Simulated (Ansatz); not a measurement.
Deforming Bi₂Te₃

```
Bi Te
1.0
     2.19300    1.26613   10.16567
    -2.19300    1.26613   10.16567
     0.00000   -2.53226   10.16567
Bi Te
2 3
Direct
  0.40000 0.40000 0.40000
  0.60000 0.60000 0.60000
  0.00000 0.00000 0.00000
  0.20950 0.20950 0.20950
  0.79050 0.79050 0.79050
```

Atom numbers follow the list: Bi1, Bi2, Te3, Te4, Te5.

Conventional cell: a = 4.386 Å, b = 4.386 Å, c = 30.497 Å, α = 90.00°, β = 90.00°, γ = 120.00°. Around Bi (atom 1) lie 6 Te at 3.07 to 3.25 Å. Te (atom 3) is surrounded by 6 Bi at 3.25 Å. Around Te (atom 4) lie 3 Bi at 3.07 Å.

The cell is COD entry 9011962, as deposited and not checked against the literature; nothing was relaxed.

No spin–orbit coupling, which matters for the heavy atoms here.

Theory: DFT, PBEsol, all-electron PAW with datasets made for the crystal, scalar-relativistic in Ansatz 0.2.0.

Settings: a Γ-centred 7×7×7 k mesh, Fermi–Dirac smearing of 0.08 eV, cutoff 240 eV (chosen by the program for this cell), no spin polarisation.

The unchanged cell is at -0.58 GPa.

x, y and z are the Cartesian axes of the cell as listed; fractional coordinates follow a strain, and an engineering shear is twice the off-diagonal strain component.

Vzz stands for the principal value of largest size of the field-gradient tensor, whatever its axis.

Spin–orbit coupling is left out, which moves gradients at and beside heavy atoms by some per cent and at worst by a factor of two.

Question: With this change (equal xy, yz and zx engineering shear strains of -2 %), what becomes of the energy and stress and forces and field gradients?

Answer: Energy change +4 meV/atom; stress change (xx, yy, zz, yz, xz, xy) -0.51, 0.59, 0.04, 1.09, 0.51, 0.12 GPa, compression positive; change of the force on Te4 (-0.064, -0.133, -0.002) eV/Å; Vzz in 10²¹ V/m²: Bi1 2.30 → -5.38 (η = 0.80), Te3 9.75 → 9.90 (η = 0.30), Te4 1.13 → -2.62 (η = 0.65).

With equal xy, yz and zx engineering shear strains of +1 %: energy change under 1 meV/atom; stress change (xx, yy, zz, yz, xz, xy) 0.27, -0.25, 0.01, -0.53, -0.28, -0.06 GPa, compression positive; change of the force on Te4 (0.034, 0.065, -0.001) eV/Å; Vzz in 10²¹ V/m²: Bi1 2.30 → 3.44 (η = 0.46), Te3 9.75 → 9.79 (η = 0.14), Te4 1.13 → 1.67 (η = 0.30).

Question: With this change (equal xy, yz and zx engineering shear strains of +3 %), what becomes of the energy and stress and forces and field gradients?

Answer: Energy change +8 meV/atom; stress change (xx, yy, zz, yz, xz, xy) 0.82, -0.65, 0.09, -1.56, -0.87, -0.16 GPa, compression positive; change of the force on Te4 (0.104, 0.191, -0.006) eV/Å; Vzz in 10²¹ V/m²: Bi1 2.30 → 8.07 (η = 0.53), Te3 9.75 → 10.16 (η = 0.37), Te4 1.13 → 3.95 (η = 0.10).

Question: With this change (equal xy, yz and zx engineering shear strains of -3 %), what becomes of the energy and stress and forces and field gradients?

Answer: Energy change +8 meV/atom; stress change (xx, yy, zz, yz, xz, xy) -0.76, 0.94, 0.09, 1.65, 0.74, 0.17 GPa, compression positive; change of the force on Te4 (-0.095, -0.202, -0.006) eV/Å; Vzz in 10²¹ V/m²: Bi1 2.30 → -7.90 (η = 0.69), Te3 9.75 → 10.07 (η = 0.46), Te4 1.13 → -3.84 (η = 0.50).

Question: With this change (equal xy, yz and zx engineering shear strains of -1 %), what becomes of the energy and stress and forces and field gradients?

Answer: Energy change under 1 meV/atom; stress change (xx, yy, zz, yz, xz, xy) -0.26, 0.28, 0.01, 0.54, 0.26, 0.06 GPa, compression positive; change of the force on Te4 (-0.033, -0.066, -0.001) eV/Å; Vzz in 10²¹ V/m²: Bi1 2.30 → 3.19 (η = 0.87), Te3 9.75 → 9.79 (η = 0.15), Te4 1.13 → 1.50 (η = 0.94).

Question: With this change (equal xy, yz and zx engineering shear strains of +2 %), what becomes of the energy and stress and forces and field gradients?

Answer: Energy change +4 meV/atom; stress change (xx, yy, zz, yz, xz, xy) 0.54, -0.46, 0.04, -1.05, -0.57, -0.11 GPa, compression positive; change of the force on Te4 (0.069, 0.129, -0.002) eV/Å; Vzz in 10²¹ V/m²: Bi1 2.30 → 5.67 (η = 0.50), Te3 9.75 → 9.93 (η = 0.26), Te4 1.13 → 2.76 (η = 0.18).
